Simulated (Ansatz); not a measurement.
The system is SiNi3.

```
Ni Si
1.0
     3.54200    0.00000    0.00000
     0.00000    3.54200    0.00000
     0.00000    0.00000    3.54200
Ni Si
3 1
Direct
  0.50000 0.50000 0.00000
  0.50000 0.00000 0.50000
  0.00000 0.50000 0.50000
  0.00000 0.00000 0.00000
```

Base run:

| Property | Result |
| --- | --- |
| Program | Ansatz 0.2.0 |
| Functional | RPBE |
| Potentials or basis | Ansatz PAW |
| Cutoff | 420 eV (not typed: the program's choice for these potentials) |
| k mesh | 8 × 8 × 8 |
| Occupations | fermi-dirac, width 0.05 eV |
| Spin | collinear spin, ferromagnetic start |
| Starting moments | [1.0, 1.0, 1.0, 0.0] μB |

Its results: band gap on the k mesh none (metal or under the smearing width); pressure -1.4 GPa; net moment 0.00 μB per cell.

The run is repeated on the same cell with these changes: functional from RPBE to BLYP. What comes out?

Band gap on the k mesh none (metal or under the smearing width); pressure 3.4 GPa; net moment 0.00 μB per cell.

Caveats: the PAW data sets come from PBE, with cores solved anew for the run's functional, which leaves a small shift of forces and pressure; the starting moments weren't kept.
